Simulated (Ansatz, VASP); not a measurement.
Cd in VASP and in Ansatz

```
Cd
1.0
     2.97887    0.00000    0.00000
    -1.48944    2.57978    0.00000
     0.00000    0.00000    5.61765
Cd
2
Direct
  0.66667 0.33333 0.75000
  0.33333 0.66667 0.25000
```

Alike in both runs: task single point; functional PBE; k mesh 6 × 6 × 3; occupations fermi-dirac, width 0.03 eV; no spin polarisation.

|  | VASP | Ansatz |
| --- | --- | --- |
| version | VASP 6.6.1 | Ansatz 0.2.0 |
| potentials or method | VASP PAW PBE potentials, release 64 (Cd), cutoff 520 eV | all-electron LAPW, scalar-relativistic |

Ansatz gave:

| Item | Value |
| --- | --- |
| gap on the k mesh at the Fermi level (eV) | none |
| pressure (GPa) | 3.0 |
| largest component of the traceless stress (GPa) | 0.31 |

**Question.** What did VASP give for the same quantities?

**Answer.** gap on the k mesh at the Fermi level (eV): none; pressure (GPa): 3.4; largest component of the traceless stress (GPa): 0.20.

A gap of «none» marks a metal or a gap that the smearing closes. Ansatz ran all-electron here, so the differences hold the error of VASP's frozen core and of both bases.

Caveats: the k mesh is coarse (spacing up to 0.41 Å⁻¹), so the values aren't converged.
